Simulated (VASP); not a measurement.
# P in VASP: further runs, part 2 of 2

VASP 6.6.1. The steps go on from the part before.

**4. Single point, PBE+D3(BJ) (upper layer slid by (1/6, 4/6) of the cell)**

File INCAR:

```
ALGO = Fast
DIPOL = 0.5 0.5 0.370
EDIFF = 1E-6
ENCUT = 520
GGA = PE
IDIPOL = 3
ISIF = 2
ISMEAR = 0
IVDW = 12
LASPH = True
LCHARG = False
LDIPOL = True
LREAL = False
LWAVE = False
NBANDS = 18
NELM = 100
PREC = Accurate
SIGMA = 0.05
```

File KPOINTS:

```
k-points
0
Gamma
  9 9 1
```

File POSCAR:

```
P
1.0
    3.2540552129      0.0000000000      0.0000000000
   -1.6270276064      2.8180944797      0.0000000000
    0.0000000000      0.0000000000     19.9904919088
P
4
Direct
    0.3333333333      0.6666666667      0.2873989285
    0.6666666667      0.3333333333      0.2251070169
    0.1666666667      1.6666666667      0.5152695569
    0.5000000000      1.3333333333      0.4529776454
```

Potentials or basis: VASP PAW PBE potentials, release 64 (P).

Command:

```bash
$ cat potpaw_PBE.64/P/POTCAR > POTCAR
$ mpirun -np 1 vasp_std > vasp.out
```

OUTCAR:

```text
EDIFF = 1E-6
   ENCUT = 520
   GGA = PE
   ISIF = 2
   ISMEAR = 0
   IVDW = 12
   LASPH = True
   LREAL = False
   NELM = 100
   PREC = Accurate
 IVDW          = 12

 ion  position               nearest neighbor table
   1  0.333  0.667  0.287-   2 2.25   2 2.25   2 2.25
   2  0.667  0.333  0.225-   1 2.25   1 2.25   1 2.25
   3  0.167  0.667  0.515-   4 2.25   4 2.25   4 2.25
   4  0.500  0.333  0.453-   3 2.25   3 2.25   3 2.25

  LATTYP: Found a hexagonal cell.
 ALAT       =     3.2540552129
 C/A-ratio  =     6.1432552925

  Lattice vectors:

 A1 = (   3.2540552129,   0.0000000000,   0.0000000000)
 A2 = (  -1.6270276064,   2.8180944797,   0.0000000000)
 A3 = (   0.0000000000,   0.0000000000,  19.9904919088)

Analysis of symmetry for initial positions (statically):
=====================================================================
 Subroutine PRICEL returns:
 Original cell was already a primitive cell.

 Routine SETGRP: Setting up the symmetry group for a
 hexagonal supercell.

 Subroutine GETGRP returns: Found  2 space group operations
 (whereof  1 operations were pure point group operations)
 out of a pool of 24 trial point group operations.

The static configuration has the point symmetry C_1 .
 The point group associated with its full space group is S_2 .

Analysis of symmetry for dynamics (positions and initial velocities):
=====================================================================
 Subroutine PRICEL returns:
 Original cell was already a primitive cell.

 Routine SETGRP: Setting up the symmetry group for a
 hexagonal supercell.

 Subroutine GETGRP returns: Found  2 space group operations
 (whereof  1 operations were pure point group operations)
 out of a pool of 24 trial point group operations.

The dynamic configuration has the point symmetry C_1 .
 The point group associated with its full space group is S_2 .

 Subroutine INISYM returns: Found  2 space group operations
 (whereof  1 operations are pure point group operations),
 and found     1 'primitive' translations
[... 128 lines left out ...]
   LEPSILON=     F    determine dielectric tensor
   LRPA    =     F    only Hartree local field effects (RPA)
 non-spin polarized calculation
 RMM-DIIS sequential band-by-band and
 Gauss-broadening in eV      SIGMA  =   0.05
  energy-cutoff  :      520.00
  volume of cell :      183.32
 maximum number of plane-waves:      4998
   NGX = 13   NGY = 13   NGZ = 75

 dipolmoment           0.000000      0.000000      0.000011 electrons x Angstroem

 number of electron      19.9999996 magnetization

 dipolmoment           0.000000      0.000000     -0.000000 electrons x Angstroem

 Free energy of the ion-electron system (eV)
  ---------------------------------------------------
  ext. energy  EPLUGINS =         0.00000000
  ---------------------------------------------------
  free energy    TOTEN  =       -21.40429808 eV

  energy without entropy =      -21.40429808  energy(sigma->0) =      -21.40429808

 E-fermi :  -0.6255     XC(G=0):  -4.7659

 val. band max:       -0.8773481568   @ k =   0.1111   0.1111   0.0000
 cond. band min:       0.3024296708   @ k =   0.3333   0.0000   0.0000
 fundamental gap:      1.1797778276
 Fermi energy:        -0.6254901450

 k-point     1 :       0.0000    0.0000    0.0000
  band No.  band energies     occupation
      1     -15.6940      2.00000
      2     -15.6170      2.00000
      3      -8.3399      2.00000
      4      -7.6233      2.00000
      5      -2.6039      2.00000
      6      -1.4845      2.00000
[... 481 lines left out ...]
      5      -5.4920      2.00000
      6      -5.0271      2.00000
[... 10 lines left out ...]
     17       5.3424      0.00000
     18       6.3718      0.00000

 [... further k-points ...]

------------------------ aborting loop because EDIFF is reached ----------------------------------------

 vacuum level on the upper side and lower side of the slab       (xc-potential included)        -0.109        -0.109

 Edisp (eV)   -1.06805

 E8    (eV) :    -0.4176

  FORCE on cell =-STRESS in cart. coord.  units (eV):
  Direction    XX          YY          ZZ          XY          YZ          ZX
  --------------------------------------------------------------------------------------
  -------------------------------------------------------------------------------------
  Total      -0.23029    -0.15617    -0.28904    -0.02628    -0.08583     0.24084
  in kB      -2.01273    -1.36488    -2.52621    -0.22967    -0.75012     2.10494
  external pressure =       -1.97 kB  Pullay stress =        0.00 kB

 VOLUME and BASIS-vectors are now :
 -----------------------------------------------------------------------------
  energy-cutoff  :      520.00
  volume of cell :      183.32
      direct lattice vectors                 reciprocal lattice vectors
     3.254055213  0.000000000  0.000000000     0.307308861  0.177424853  0.000000000
    -1.627027606  2.818094480  0.000000000     0.000000000  0.354849707  0.000000000
     0.000000000  0.000000000 19.990491909     0.000000000  0.000000000  0.050023782

 POSITION                                       TOTAL-FORCE (eV/Angst)
 -----------------------------------------------------------------------------------
     -0.00000      1.87873      5.74525        -0.034459      0.014005     -0.094842
      1.62703      0.93936      4.50000        -0.021840      0.006792      0.099831
     -0.54234      1.87873     10.30049         0.021840     -0.006792     -0.099831
      1.08469      0.93936      9.05525         0.034459     -0.014005      0.094842
 -----------------------------------------------------------------------------------
    total drift:                                0.000000     -0.000000     -0.000005

  FREE ENERGIE OF THE ION-ELECTRON SYSTEM (eV)
  ---------------------------------------------------
  free  energy   TOTEN  =       -22.4723469989 eV

  energy  without entropy=      -22.4723469989  energy(sigma->0) =      -22.47234700

 vacuum level on the upper side and lower side of the slab         4.637         4.636
```

stdout:

```text
POSCAR found type information on POSCAR P
 POSCAR found :  1 types and       4 ions
 scaLAPACK will be used
 LDA part: xc-table for (Slater+PW92), standard interpolation
 POSCAR, INCAR and KPOINTS ok, starting setup
 FFT: planning ... GRIDC
 FFT: planning ... GRID_SOFT
 FFT: planning ... GRID
 WAVECAR not read
 entering main loop
```

Run time: 2.8 min. Hardware: 1 thread of Intel Xeon Platinum 8259CL at 2.50GHz (Skylake/Cascade Lake), shared host; peak memory 0.32 GiB.

What came out:

```
Free energy                : -22.4723 eV
Largest force              : 0.102 eV/Å
Band gap on the k mesh     : 1.18 eV, indirect (least direct gap 1.80 eV)
Dispersion energy per atom : -0.267 eV
```

Forces on the atoms (eV/Å):
```
P   -0.034  0.014 -0.095
P   -0.022  0.007  0.100
P    0.022 -0.007 -0.100
P    0.034 -0.014  0.095
```

**5. Single point, PBE+D3(BJ) (upper layer slid by (4/6, 2/6) of the cell)**

File INCAR:

```
ALGO = Normal ; DIPOL = 0.5 0.5 0.370
EDIFF = 1E-6 ; ENCUT = 520
GGA = PE ; IDIPOL = 3
ISIF = 2 ; ISMEAR = 0
IVDW = 12 ; LASPH = T
LCHARG = T ; LDIPOL = T
LELF = T ; LREAL = F
LVACPOTAV = T ; LVHAR = T
LWAVE = F ; NBANDS = 18
NELM = 60 ; PREC = Accurate
SIGMA = 0.05
```

KPOINTS is that of step 4.

Changes to POSCAR since step 4:

```diff
@@ -10,3 +10,3 @@
     0.6666666667      0.3333333333      0.2251070169
-    0.1666666667      1.6666666667      0.5152695569
-    0.5000000000      1.3333333333      0.4529776454
+    0.6666666667      1.3333333333      0.5152695569
+    1.0000000000      1.0000000000      0.4529776454
```

Potentials or basis: VASP PAW PBE potentials, release 64 (P).

Command:

```bash
$ cat potpaw_PBE.64/P/POTCAR > POTCAR
$ mpirun -np 1 vasp_std > vasp.out
```

OUTCAR:

```text
EDIFF = 1E-6
   ENCUT = 520
   GGA = PE
   ISIF = 2
   ISMEAR = 0
   IVDW = 12
   LASPH = T
   LREAL = F
   NELM = 60
   PREC = Accurate
 IVDW          = 12

 ion  position               nearest neighbor table
   1  0.333  0.667  0.287-   2 2.25   2 2.25   2 2.25
   2  0.667  0.333  0.225-   1 2.25   1 2.25   1 2.25
   3  0.667  0.333  0.515-   4 2.25   4 2.25   4 2.25
   4  0.000  0.000  0.453-   3 2.25   3 2.25   3 2.25

  LATTYP: Found a hexagonal cell.
 ALAT       =     3.2540552129
 C/A-ratio  =     6.1432552925

  Lattice vectors:

 A1 = (   3.2540552129,   0.0000000000,   0.0000000000)
 A2 = (  -1.6270276064,   2.8180944797,   0.0000000000)
 A3 = (   0.0000000000,   0.0000000000,  19.9904919088)

Analysis of symmetry for initial positions (statically):
=====================================================================
 Subroutine PRICEL returns:
 Original cell was already a primitive cell.

 Routine SETGRP: Setting up the symmetry group for a
 hexagonal supercell.

 Subroutine GETGRP returns: Found 12 space group operations
 (whereof  6 operations were pure point group operations)
 out of a pool of 24 trial point group operations.

The static configuration has the point symmetry C_3v.
 The point group associated with its full space group is D_3d.

Analysis of symmetry for dynamics (positions and initial velocities):
=====================================================================
 Subroutine PRICEL returns:
 Original cell was already a primitive cell.

 Routine SETGRP: Setting up the symmetry group for a
 hexagonal supercell.

 Subroutine GETGRP returns: Found 12 space group operations
 (whereof  6 operations were pure point group operations)
 out of a pool of 24 trial point group operations.

The dynamic configuration has the point symmetry C_3v.
 The point group associated with its full space group is D_3d.

[... 112 lines left out ...]
  Thomas-Fermi vector in A             =   1.885945
   LORBIT       =      0    0 simple, 1 ext, 2 COOP (PROOUT), +10 PAW based schemes
   GGA     = PE    functional components
   LHFCALC =     F    Hartree Fock is set to
   AEXX    =    0.0000 exact exchange contribution
   IVDW    =    12    specifies the selected vdW correction
   LEPSILON=     F    determine dielectric tensor
   LRPA    =     F    only Hartree local field effects (RPA)
 non-spin polarized calculation
 Gauss-broadening in eV      SIGMA  =   0.05
  energy-cutoff  :      520.00
  volume of cell :      183.32
 maximum number of plane-waves:      4998
   NGX = 13   NGY = 13   NGZ = 75

 dipolmoment           0.000000      0.000000      0.000000 electrons x Angstroem

 number of electron      19.9999996 magnetization

 dipolmoment           0.000000      0.000000     -0.000000 electrons x Angstroem

 Free energy of the ion-electron system (eV)
  ---------------------------------------------------
  ext. energy  EPLUGINS =         0.00000000
  ---------------------------------------------------
  free energy    TOTEN  =       -21.39250719 eV

  energy without entropy =      -21.39250719  energy(sigma->0) =      -21.39250719

 E-fermi :  -0.6708     XC(G=0):  -4.7663

 val. band max:       -0.8870923650   @ k =   0.1111   0.1111   0.0000
 cond. band min:       0.3473226420   @ k =   0.3333   0.0000   0.0000
 fundamental gap:      1.2344150070
 Fermi energy:        -0.6708371868

 k-point     1 :       0.0000    0.0000    0.0000
  band No.  band energies     occupation
      1     -15.6893      2.00000
      2     -15.6138      2.00000
      3      -8.3334      2.00000
      4      -7.6249      2.00000
      5      -2.6005      2.00000
      6      -1.4636      2.00000
[... 229 lines left out ...]
      5      -6.8489      2.00000
      6      -6.8489      2.00000
[... 10 lines left out ...]
     17       7.1308      0.00000
     18       7.1308      0.00000

------------------------ aborting loop because EDIFF is reached ----------------------------------------

 Edisp (eV)   -1.06841

 E8    (eV) :    -0.4178

  FORCE on cell =-STRESS in cart. coord.  units (eV):
  Direction    XX          YY          ZZ          XY          YZ          ZX
  --------------------------------------------------------------------------------------
  -------------------------------------------------------------------------------------
  Total      -0.06683    -0.06683    -0.30258    -0.00000     0.00000    -0.00000
  in kB      -0.58406    -0.58406    -2.64449    -0.00000     0.00000    -0.00000
  external pressure =       -1.27 kB  Pullay stress =        0.00 kB

 VOLUME and BASIS-vectors are now :
 -----------------------------------------------------------------------------
  energy-cutoff  :      520.00
  volume of cell :      183.32
      direct lattice vectors                 reciprocal lattice vectors
     3.254055213  0.000000000  0.000000000     0.307308861  0.177424853  0.000000000
    -1.627027606  2.818094480  0.000000000     0.000000000  0.354849707  0.000000000
     0.000000000  0.000000000 19.990491909     0.000000000  0.000000000  0.050023782

 POSITION                                       TOTAL-FORCE (eV/Angst)
 -----------------------------------------------------------------------------------
     -0.00000      1.87873      5.74525         0.000000      0.000000     -0.128732
      1.62703      0.93936      4.50000         0.000000      0.000000      0.121351
      1.62703      0.93936     10.30049        -0.000000     -0.000000     -0.121351
      0.00000      0.00000      9.05525         0.000000     -0.000000      0.128732
 -----------------------------------------------------------------------------------
    total drift:                               -0.000000      0.000000     -0.000005

  FREE ENERGIE OF THE ION-ELECTRON SYSTEM (eV)
  ---------------------------------------------------
  free  energy   TOTEN  =       -22.4609144500 eV

  energy  without entropy=      -22.4609144500  energy(sigma->0) =      -22.46091445

 vacuum level on the upper side and lower side of the slab         4.723         4.723
```

It took 49 s on 1 thread of Intel Xeon Platinum 8259CL at 2.50GHz (Skylake/Cascade Lake), shared host; peak memory 0.27 GiB.

Results:

- Free energy: -22.4609 eV
- Largest force: 0.129 eV/Å
- Band gap on the k mesh: 1.23 eV, indirect (least direct gap 1.81 eV)
- Dispersion energy per atom: -0.267 eV
- Ionisation potential of the upper face: 5.61 eV

Forces on the atoms (eV/Å):
```
P    0.000  0.000 -0.129
P    0.000  0.000  0.121
P    0.000  0.000 -0.121
P    0.000  0.000  0.129
```

**6. The runs side by side**

```tsv
cell	gap on the mesh (eV)	largest force (eV/Å)
upper layer slid by (0/6, 0/6) of the cell	1.03	0.34
upper layer slid by (1/6, 2/6) of the cell	1.14	0.20
upper layer slid by (1/6, 4/6) of the cell	1.18	0.10
upper layer slid by (4/6, 2/6) of the cell	1.23	0.13
```

Alike in all rows: task single point; level PBE+D3(BJ); potentials or basis VASP PAW PBE potentials, release 64 (P); no spin polarisation; k mesh 9 × 9 × 1; cutoff (eV) 520; smearing gaussian 0.05 eV.

Absolute energies hang on the potentials; compare differences alone.
